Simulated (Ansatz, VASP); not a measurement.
# Cross-check of Si24H8S between VASP and Ansatz, part 2 of 2

Aim: how closely do two programs agree when they are given the same cell, functional and k mesh? The cell is taken from a series of runs on this material, whose earlier steps may have relaxed, scaled, displaced or heated it; both programs get it as it stands.

VASP 6.6.1 and Ansatz 0.2.0.

So far: Starting point; VASP: single point, PBE.

## (3) Ansatz: single point, PBE

Level of this step: Ansatz beside VASP: Kohn-Sham DFT, plane waves, PBE (Ansatz).

Ansatz runs on its default PAW (the set named soft_2) files.

The same cell, functional, mesh and smearing now go to Ansatz, which takes its cutoff from its data sets.

File input.yaml:

```yaml
crystal:
  lattice:
    - [7.6791796437, 0.0, 0.0]
    - [3.8395898218, 6.6503646517, 0.0]
    - [0.0, 0.0, 24.9237769138]
  atoms:
    - { symbol: H, position: [0.0956122668, 0.0805666008, 0.7195201482] }
    - { symbol: S, position: [-0.0110328617, -0.0138218861, 0.7106181256] }
    - { symbol: H, position: [0.4981359011, -0.0007147418, 0.68385164] }
    - { symbol: H, position: [8.31145e-05, 0.4972048309, 0.6839400735] }
    - { symbol: H, position: [0.5006421452, 0.4993038126, 0.6843541607] }
    - { symbol: Si, position: [-0.0001151228, -0.0011492423, 0.6235454204] }
    - { symbol: Si, position: [0.4990146397, -0.0007001337, 0.6234836913] }
    - { symbol: Si, position: [6.39153e-05, 0.4982907335, 0.6235838894] }
    - { symbol: Si, position: [0.5000064597, 0.4988151454, 0.624111804] }
    - { symbol: Si, position: [0.8323535422, 0.3328174016, 0.5924008609] }
    - { symbol: Si, position: [0.3333842228, 0.3328108902, 0.592629762] }
    - { symbol: Si, position: [0.8327960192, 0.8319427422, 0.5926428092] }
    - { symbol: Si, position: [0.3337360022, 0.8312212659, 0.5923772401] }
    - { symbol: Si, position: [0.8333779679, 0.3335119632, 0.4976034913] }
    - { symbol: Si, position: [0.3334110359, 0.3331237953, 0.4978189595] }
    - { symbol: Si, position: [0.8335942813, 0.833672536, 0.4977217857] }
    - { symbol: Si, position: [0.3332950546, 0.833428532, 0.497570559] }
    - { symbol: Si, position: [0.166660905, 0.1667792191, 0.4655834401] }
    - { symbol: Si, position: [0.6665861283, 0.1669879435, 0.4656196673] }
    - { symbol: Si, position: [0.1669494441, 0.6664142687, 0.4656348585] }
    - { symbol: Si, position: [0.6668125861, 0.6668849806, 0.4655774166] }
    - { symbol: Si, position: [0.166666667, 0.166666667, 0.370880907] }
    - { symbol: Si, position: [0.666666667, 0.166666667, 0.370880907] }
    - { symbol: Si, position: [0.166666667, 0.666666667, 0.370880907] }
    - { symbol: Si, position: [0.666666667, 0.666666667, 0.370880907] }
    - { symbol: Si, position: [0.0, 0.0, 0.339434911] }
    - { symbol: Si, position: [0.5, 0.0, 0.339434911] }
    - { symbol: Si, position: [0.0, 0.5, 0.339434911] }
    - { symbol: Si, position: [0.5, 0.5, 0.339434911] }
    - { symbol: H, position: [0.0, 0.0, 0.280856309] }
    - { symbol: H, position: [0.5, 0.0, 0.280856309] }
    - { symbol: H, position: [0.0, 0.5, 0.280856309] }
    - { symbol: H, position: [0.5, 0.5, 0.280856309] }
kpoints:
  mp_grid: { grid: [3, 3, 1] }
scf:
  occupations: { method: fermi_dirac, width: 0.02 }
  n_extra_bands: 37
hamiltonian:
  xc: pbe
  pseudopotentials: { kind: paw }
output:
  forces: true
  write_potential: true
  volumetric_format: []
  dos:
    projected:
      site_lists:
        adsorbate: [1, 0, 2, 3, 4]
        layer_1: [5, 6, 7, 8]
        layer_2: [9, 10, 11, 12]
        layer_3: [13, 14, 15, 16]
        middle: [17, 18, 19, 20]
        other_layers: [21, 22, 23, 24, 25, 26, 27, 28, 29, 30, 31, 32]
    de: 0.05
    e_range: [-30, 12]
    method: { smearing: { sigma: 0.12, scheme: gaussian } }
  eigenstates:
    kpoints:
      - [0.33333333, -0.33333333, 0.0]
      - [0.25, -0.375, 0.0]
      - [0.16666667, -0.41666667, 0.0]
      - [0.08333333, -0.45833333, 0.0]
      - [0.0, 0.5, 0.0]
      - [-0.08333333, 0.45833333, 0.0]
      - [-0.16666667, 0.41666667, 0.0]
      - [-0.25, 0.375, 0.0]
      - [-0.33333333, 0.33333333, 0.0]
      - [-0.41666667, 0.29166667, 0.0]
      - [0.5, 0.25, 0.0]
      - [0.41666667, 0.20833333, 0.0]
      - [0.33333333, 0.16666667, 0.0]
      - [0.25, 0.125, 0.0]
      - [0.16666667, 0.08333333, 0.0]
      - [0.08333333, 0.04166667, 0.0]
      - [0.0, 0.0, 0.0]
      - [0.07142857, 0.0, 0.0]
      - [0.14285714, 0.0, 0.0]
      - [0.21428571, 0.0, 0.0]
      - [0.28571429, 0.0, 0.0]
      - [0.35714286, 0.0, 0.0]
      - [0.42857143, 0.0, 0.0]
      - [0.5, 0.0, 0.0]
      - [-0.42857143, 0.0, 0.0]
      - [-0.35714286, 0.0, 0.0]
      - [-0.28571429, 0.0, 0.0]
      - [-0.21428571, 0.0, 0.0]
      - [-0.14285714, 0.0, 0.0]
      - [-0.07142857, 0.0, 0.0]
      - [0.04166667, 0.08333333, 0.0]
      - [0.08333333, 0.16666667, 0.0]
      - [0.125, 0.25, 0.0]
      - [0.16666667, 0.33333333, 0.0]
      - [0.20833333, 0.41666667, 0.0]
      - [0.25, 0.5, 0.0]
      - [0.29166667, -0.41666667, 0.0]
    e_range: [-8.0, 6.0]
    unfold:
      supercell_matrix: [[2, 0, 0], [0, 2, 0], [0, 0, 1]]
      layers:
        axis: 3
        edges: [0.120367, 0.393358, 0.393458, 0.608275, 0.608375, 0.880007]
efield:
  axis: 3
  dipole_correction: true
```

On the command line:

```
> ansatz run input.yaml --threads 4 --pin off --max-ram 11264MiB --backend cpu --events-out ev --progress --plain --runs-dir out
```

Numbers of over 12 decimals in the logs are rounded to 6 here.

The log of the run:

```text
scf.n_extra_bands = 37 over 55 filled bands (N_el = 110.0): the run solves 92 bands
Engine: ansatz 0.2.0, aarch64-unknown-linux-gnu
Pseudopotentials: kind: paw
Pseudopotential: H, paw, valence charge 1, recommended cutoff 420 eV (normal), H.paw.azcp
Pseudopotential: S, paw, valence charge 6, recommended cutoff 420 eV (normal), S.paw.azcp
Pseudopotential: Si, paw, valence charge 4, recommended cutoff 420 eV (normal), Si.paw.azcp
Functional definition: PBE
  parameter kappa = 0.804
  parameter beta = 0.066725
  exchange = pbe_x(kappa = kappa, mu = beta*pi^2/3)
  correlation = pbe_c(beta = beta)
Crystal: 33 atoms, lattice volume = 1272.841 Å³
Basis set: ecut = 420 eV, 24809 PW (Γ), exchange–correlation on 108×108×360 points (8 copies of the dense FFT grid, shifted against one another)
Bands: 92, of which v1, the nominal top of the filled ones, is band 55 counted from 1 (54 counted from 0)
Symmetry: 1 space group operations
Space group: P1 (ITA 1), of the structure as read, at distance tolerance 1.1e-4 Å
k-points: 5 of 9 (time reversal used)
Non-local potential: H, projectors of the file, l = 0: 2, l = 1: 1
Non-local potential: S, projectors of the file, l = 0: 2, l = 1: 2, l = 2: 2
Non-local potential: Si, projectors of the file, l = 0: 2, l = 1: 2, l = 2: 2
PAW form: soft (Blöchl's): semilocal exchange-correlation on the pseudo side does not see the compensation charge
PAW one-centre angular grid: H, 110 points (default); XC on 64 Gauss nodes
PAW one-centre angular grid: S, 110 points (default); XC on 64 Gauss nodes
PAW one-centre angular grid: Si, 110 points (default); XC on 64 Gauss nodes
Initial density: superposition of atomic densities (neutral atoms: chi_scale 0, normalization atom), corrected by the library's trained network
Initial wavefunctions: pseudopotential atomic-orbital guess
Functional: x = pbe(κ = 0.804, μ = 0.219515), c = pbe(β = 0.066725)
SCF iter   1: F=—  HF=-16288.281544 eV  |F-HF|=—  |Δ(HF+E_count)|=         —  Δρ=1.98e-3  dr2=5.30e-1  ethr=1.77e-3  p=-0.093 e·Å  D=-1.32e-2 V/Å  ΔV_dip=0.33 eV  dr2_dipole=2.25e-3  V_vac-E_F(+/−)=4.04/3.71 eV  ⟨swp⟩=8.6  Hψ=2764  notcnv=0  defer=21
efield: sawtooth ramp at fractional position 0.9502 (placed from the atoms, in the widest stretch of the axis that holds none; the zero of the levels goes with the place), width 0.1000; the density the first Hamiltonian is built on has a dipole p = -0.093 e·Å; the dipole correction subtracts the counter field D = -1.32e-2 V/Å, which shifts the + side's vacuum level by +0.33 eV against the − side's; the planar-averaged density in the ramp window peaks in size at 2.5e-6 e/Å³
preconditioner: auto → Resta (q_TF=auto, 1.814 Å⁻¹)  ε∞=2.6  [insulator: Δε(μ)=1.125 eV  Ē_g=8.573 eV  σ=0.020 eV  W_gap=1.00  n_scr=134 (ndim 8)  ℏωp=10.9 eV  f_vac=0.505  D(μ)=0.00/eV (n_scr^D=0)  ε∞_Penn≈2.6  vacuum switching on, ρ_ref=5.3e-3 e/Å³]
SCF iter   2: F=—  HF=-16288.208173 eV  |F-HF|=—  |Δ(HF+E_count)|=   7.34e-2  Δρ=1.00e-3  dr2=6.34e-2  ethr=4.82e-4  p=-0.062 e·Å  D=-8.88e-3 V/Å  ΔV_dip=0.22 eV  dr2_dipole=1.40e-3  V_vac-E_F(+/−)=4.41/4.19 eV  ⟨swp⟩=2.8  Hψ=595  notcnv=0  defer=157
SCF iter   3: F=—  HF=-16288.200187 eV  |F-HF|=—  |Δ(HF+E_count)|=   7.99e-3  Δρ=3.91e-4  dr2=2.88e-3  ethr=5.76e-5  p=-0.080 e·Å  D=-1.14e-2 V/Å  ΔV_dip=0.28 eV  dr2_dipole=1.77e-4  V_vac-E_F(+/−)=4.36/4.07 eV  ⟨swp⟩=2.8  Hψ=490  notcnv=0  defer=157
SCF iter   4: F=—  HF=-16288.201876 eV  |F-HF|=—  |Δ(HF+E_count)|=   1.69e-3  Δρ=1.62e-4  dr2=2.81e-3  ethr=2.61e-6  p=-0.060 e·Å  D=-8.57e-3 V/Å  ΔV_dip=0.21 eV  dr2_dipole=1.24e-3  V_vac-E_F(+/−)=4.34/4.13 eV  ⟨swp⟩=2.0  Hψ=523  notcnv=0  defer=157
SCF iter   5: F=—  HF=-16288.201753 eV  |F-HF|=—  |Δ(HF+E_count)|=   1.22e-4  Δρ=5.25e-5  dr2=8.43e-5  ethr=2.56e-6  p=-0.074 e·Å  D=-1.06e-2 V/Å  ΔV_dip=0.26 eV  dr2_dipole=2.22e-5  V_vac-E_F(+/−)=4.38/4.12 eV  ⟨swp⟩=2.0  Hψ=394  notcnv=0  defer=157
SCF iter   6: F=—  HF=-16288.201787 eV  |F-HF|=—  |Δ(HF+E_count)|=   3.39e-5  Δρ=2.24e-5  dr2=7.18e-6  ethr=7.66e-8  p=-0.072 e·Å  D=-1.03e-2 V/Å  ΔV_dip=0.26 eV  dr2_dipole=3.20e-9  V_vac-E_F(+/−)=4.38/4.12 eV  ⟨swp⟩=2.0  Hψ=719  notcnv=0  defer=157
SCF iter   7: F=—  HF=-16288.201795 eV  |F-HF|=—  |Δ(HF+E_count)|=   7.57e-6  Δρ=6.68e-6  dr2=1.77e-6  ethr=6.53e-9  p=-0.072 e·Å  D=-1.03e-2 V/Å  ΔV_dip=0.26 eV  dr2_dipole=7.34e-8  V_vac-E_F(+/−)=4.38/4.12 eV  ⟨swp⟩=2.0  Hψ=578  notcnv=0  defer=157
SCF iter   8: F=—  HF=-16288.201795 eV  |F-HF|=—  |Δ(HF+E_count)|=   1.31e-8  Δρ=2.15e-6  dr2=1.05e-7  ethr=1.61e-9  p=-0.072 e·Å  D=-1.02e-2 V/Å  ΔV_dip=0.25 eV  dr2_dipole=1.68e-9  V_vac-E_F(+/−)=4.38/4.12 eV  ⟨swp⟩=2.0  Hψ=578  notcnv=0  defer=157
[...]
WARN: The output density's exchange-correlation potential varies sharply where the density is thin. Do not read a vacuum level from v_tot or v_xc, or from such a field of the output density. On a cell that repeats whose density bears no net charge and no dipole along the vacuum's axis use v_es (v_loc + v_h of the components); under efield.dipole_correction with no amplitude use v_es + v_field, which holds any externa [...]
SCF converged after 9 iterations
Free energy (F): -16288.201795 eV
Harris-Foulkes:  -16288.201795 eV  (|F-HF|=3.60e-9)
Internal energy: -16288.201795 eV  (E = F + TS)
E sigma→0 (E₀):  -16288.201795 eV
Fermi energy:    0.151250 eV
Dipole field:    D = -0.010213 V/Å  (p = -0.071839 e·Å, saw-weighted, corrected)
Work function:   Φ+ = 4.3782 eV   Φ− = 4.1236 eV
Levels:          The Fermi level and band energies are counted from a zero that moves with the ramp; work functions are not
--- Per-component energies (eV) ---
  E_band       = -596.519256
  E_kinetic    = 1182.526682
  E_local      = -29661.938474  (includes V_loc(G=0)·N_el)
  E_nonlocal   = 665.141018
  E_hartree    = 14293.221195
  E_xc         = -1490.548760
  E_vxc        = -1297.617338  (∫ρ·V_xc dr)
  E_paw        = -12912.739478  (= ΣΔE_a)
  E_vpaw       = -70.904058  (= ΣTr[D̂ρ^β])
  E_aug_tail   = -0.009776  (compensation charges beyond the density's cutoff)
  E_efield     = 0.000367  (sawtooth field / dipole correction)
  E_vefield    = -0.158415  (∫n·V_field dr)
  E_ewald      = 11636.145432
  E_smearing   = -0.000000  (= −TS)
  E_closure    = -0.000000  (closes the sum)
  Σ components = -16288.201795   (vs F -16288.201795, Δ=0.00e0)
--- Forces (eV/Å), atoms counted from 1 ---
  atom   1  H     -0.00144187     0.00180360    -0.00123378
  atom   2  S      0.00090449     0.00198640    -0.00681078
  atom   3  H      0.00158078    -0.00125615     0.00107796
  atom   4  H     -0.00032677     0.00496455    -0.00137534
  atom   5  H     -0.00052767     0.00182524    -0.00532560
  atom   6  Si     0.00309859    -0.00344078     0.00063685
  atom   7  Si    -0.00425084     0.00372429     0.00006260
  atom   8  Si     0.00146009    -0.00407664    -0.00149012
  atom   9  Si    -0.00278438     0.00243537    -0.00763172
  atom  10  Si     0.00206420    -0.00197887     0.00652297
  atom  11  Si    -0.00240958    -0.00595354    -0.00145169
  atom  12  Si     0.00074930     0.00567399     0.00904794
  atom  13  Si     0.00057433     0.00827360     0.00541165
  atom  14  Si    -0.00189649    -0.00471572    -0.00201065
  atom  15  Si     0.00273908     0.00777900     0.00215204
  atom  16  Si    -0.00562577    -0.00985651     0.00134681
  atom  17  Si     0.00377893    -0.00851958     0.00029633
  atom  18  Si    -0.00005880    -0.00208307     0.00635377
  atom  19  Si    -0.00046091    -0.00091428    -0.00054634
  atom  20  Si    -0.00017930    -0.00035696    -0.00508505
  atom  21  Si    -0.00011716     0.00623032     0.00288688
  atom  22  Si     0.00245215     0.00106950    -0.07747203
  atom  23  Si    -0.00349761    -0.00472171    -0.07154777
  atom  24  Si    -0.00641359    -0.00286006    -0.06813242
  atom  25  Si     0.01020438     0.00461923    -0.08054837
  atom  26  Si     0.00050144     0.00035095     0.85394606
  atom  27  Si     0.00024939    -0.00231721     0.84698862
  atom  28  Si    -0.00112154     0.00199238     0.84586476
  atom  29  Si    -0.00031828     0.00044317     0.85503791
  atom  30  H     -0.00006017    -0.00022011    -0.77635084
  atom  31  H     -0.00034281     0.00110173    -0.77716601
  atom  32  H      0.00043886    -0.00127104    -0.77734275
  atom  33  H      0.00100921     0.00025382    -0.77613385
  max |Σ_I F_I| component: 2.83e-5 eV/Å
--- Band table (eV; the first three rows and the last of 5) ---
  k-point 0: bands = [... 51 lower, -0.8607, -0.8263, -0.4151, -0.3974, 0.7104, 0.7174, 0.7180, 1.1876, ... 33 higher]
  k-point 1: bands = [... 51 lower, -1.5961, -1.4315, -1.3374, -0.8082, 0.8568, 1.4519, 1.5460, 1.6228, ... 33 higher]
  k-point 2: bands = [... 51 lower, -1.6061, -1.4288, -1.3319, -0.8069, 0.8583, 1.4542, 1.5427, 1.6224, ... 33 higher]
  k-point 4: bands = [... 51 lower, -1.7863, -1.6215, -1.5731, -1.4768, 1.8644, 2.1079, 2.1465, 2.1714, ... 33 higher]
```

In the SCF lines HF is the Harris–Foulkes energy and dr2 the Hartree energy of the density residual, in eV; the loop may stop once dr2 is under the threshold and the program's other checks hold. Hψ counts applications of the Hamiltonian.

## (4) Side by side

Known differences besides the potentials themselves: the cutoff is 420 eV in Ansatz and 400 eV in VASP (PREC = Accurate, projectors in real space). Total energies have different zeros and are not compared.

Compared:

```csv
quantity,Ansatz,VASP,difference
gap on the k mesh (eV),1.108,1.110,-0.003
```

Forces on 10 of the 33 atoms, those with the largest forces and the largest differences (eV/Å; atoms numbered as in POSCAR):

```csv
atom,"Ansatz x, y, z","VASP x, y, z"
H1,"-0.001, 0.002, -0.001","-0.044, -0.021, -0.010"
H5,"0.000, 0.000, -0.776","0.000, 0.000, -0.770"
H6,"0.000, 0.001, -0.777","0.000, 0.001, -0.771"
H7,"0.000, -0.001, -0.777","0.000, -0.001, -0.771"
S9,"0.001, 0.002, -0.007","0.046, 0.027, -0.025"
Si10,"0.003, -0.003, 0.001","0.000, -0.005, 0.025"
Si30,"0.001, 0.000, 0.854","0.000, 0.000, 0.851"
Si31,"0.000, -0.002, 0.847","0.000, -0.002, 0.844"
Si32,"-0.001, 0.002, 0.846","-0.001, 0.002, 0.843"
Si33,"0.000, 0.000, 0.855","0.000, 0.001, 0.852"
```

The forces differ by 8.0 meV/Å r.m.s., which is 3.5 % of the r.m.s. force of 0.231 eV/Å (both taken over all components). A gap on the mesh is an upper bound, since the band edges may lie between its points. With vacuum in the cell, a pressure given here is an average over mostly empty space and none of the material.

## (5) Summary of results

```json
{
  "r.m.s. force difference (single point, PBE)": "3.5 % of the r.m.s. force"
}
```

The r.m.s. force difference is 3.5 % of the r.m.s. force (single point, PBE), beyond the 3 % picked in this series as the mark of a large difference. How closely two codes agree says nothing of how well the functional describes the real material.

[Lines on the potential files, build, host, timing and source positions are cut from VASP's logs without a mark.]

[Logs are printed without paths, hosts, clocks, repeated set-up lines and the standing remarks that a program may print on its own settings, such as how far it seeks lower states.]

[Hosts, paths, dates, database ids (printed as entryN), source tags and the programs' standing remarks are cut or masked in the printed files.]
